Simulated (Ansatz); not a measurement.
**WS2: biaxial strain in the a-b plane**

An exercise on one series of results from a longer session: the logs are not shown, and one member is left open.

Computed with Ansatz 0.2.0 (DFT PBE, scalar-relativistic, plane waves, PAW, unless a step's input says otherwise).

3 further runs of the same task are left out: 3 set aside as unsound or not needed.

**Starting point**

It takes space group P6_3/mmc (No. 194, hexagonal). The conventional cell has a = 3.188 Å, b = 3.188 Å, c = 14.871 Å, α = 90.00°, β = 90.00°, γ = 120.00°. Around W (site symmetry -6m2) lie 6 S at 2.42 Å. S (site symmetry 3m) has 3 W at 2.42 Å in its first shell of neighbours.

Structure file:

```
CELL_PARAMETERS angstrom
3.18778 0.00000 0.00000
-1.59389 2.76069 0.00000
0.00000 0.00000 14.87129
ATOMIC_POSITIONS crystal
W 0.33333 0.66667 0.25000
W 0.66667 0.33333 0.75000
S 0.33333 0.66667 0.64435
S 0.66667 0.33333 0.14435
S 0.33333 0.66667 0.85565
S 0.66667 0.33333 0.35565
```

It goes back to an entry of the Materials Project.

This cell was relaxed beforehand with the same method: volume 21.81 Å³/atom, gap on the mesh 1.63 eV.

The unstrained cell comes from an earlier run at this level (6 atoms, E(σ→0) -24382.8830 eV, gap 1.63 eV over the zone).

The first run:

Contents of input.yaml:

```yaml
crystal:
  lattice:
    - [3.1240196532, 0.0, 0.0]
    - [-1.5620098266, 2.7054803816, 0.0]
    - [0.0, 0.0, 15.0497414129]
  atoms:
    - { symbol: W, position: [0.3333333333, 0.6666666667, 0.25] }
    - { symbol: W, position: [0.6666666667, 0.3333333333, 0.75] }
    - { symbol: S, position: [0.3333333333, 0.6666666667, 0.644354158] }
    - { symbol: S, position: [0.6666666667, 0.3333333333, 0.144354158] }
    - { symbol: S, position: [0.3333333333, 0.6666666667, 0.855645842] }
    - { symbol: S, position: [0.6666666667, 0.3333333333, 0.355645842] }
basis:
  ecutwfc: 420
kpoints:
  mp_grid: { grid: [12, 12, 2] }
hamiltonian:
  xc: pbe
scf:
  occupations: { method: gaussian, width: 0.02 }
output:
  forces: true
  stress: true
  eigenvalues: true
relax:
  adjacent_minimum: "off"
  f_tol: 0.008
  max_steps: 40
  cell: { stress_tol: 0.015, fix: [a, b, gamma] }
```

Run with:

```
> ansatz run input.yaml --threads 1 --pin off --max-ram 2560MiB --backend cpu --events-out ev --progress --plain --runs-dir out
```

Among the steps run: Strain -2.0 %; Seeking the band edges at -2.0 %; Strain +2.0 %; The gap over the whole zone at +2.0 %; The cell strained by -4.0 %; Band edges over the zone at -4.0 %; Strain +4.0 %; The gap over the whole zone at +4.0 %; At -6.0 %; Seeking the band edges at -6.0 %; At +6.0 %; The gap over the whole zone at +6.0 %.

One table of the session follows, with a row left open; its other results are not shown here.

Lengths are those of the vectors of the cell that was run; stresses in GPa:

| strain (%) | ΔE (meV/atom) | a (Å) | b (Å) | c (Å) |
| --- | --- | --- | --- | --- |
| -6.0 | 131.9 | 2.997 | 2.997 | 15.456 |
| -4.0 | ? | ? | ? | ? |
| -2.0 | 13.4 | 3.124 | 3.124 | 15.093 |
| +0.0 | 0.0 | 3.188 | 3.188 | 14.871 |
| +2.0 | 12.4 | 3.252 | 3.252 | 14.692 |
| +4.0 | 47.8 | 3.315 | 3.315 | 14.512 |
| +6.0 | 103.5 | 3.379 | 3.379 | 14.334 |

**Question.** Estimate the row for strain (%) = -4.0.

Worked estimate for «ΔE (meV/atom)». A straight line through the neighbours (-6.0, 131.9) and (-2.0, 13.4) gives 131.9 + (13.4 − 131.9) × (-4.0 + 6.0) / (-2.0 + 6.0) = 72.7; a parabola fitted to 3 rows on both sides gives 57.4.

The run gave: ΔE (meV/atom): 56.0; a (Å): 3.060; b (Å): 3.060; c (Å): 15.234. In «ΔE (meV/atom)» the line misses by +16.7 and the parabola by +1.4.

ΔE is over the unstrained cell. Stress in GPa, positive in compression, on the Cartesian axes of the input.

Limits of these values: Layers here are held mostly by dispersion, which this level lacks, so their spacing and the stiffness across them are unreliable there.
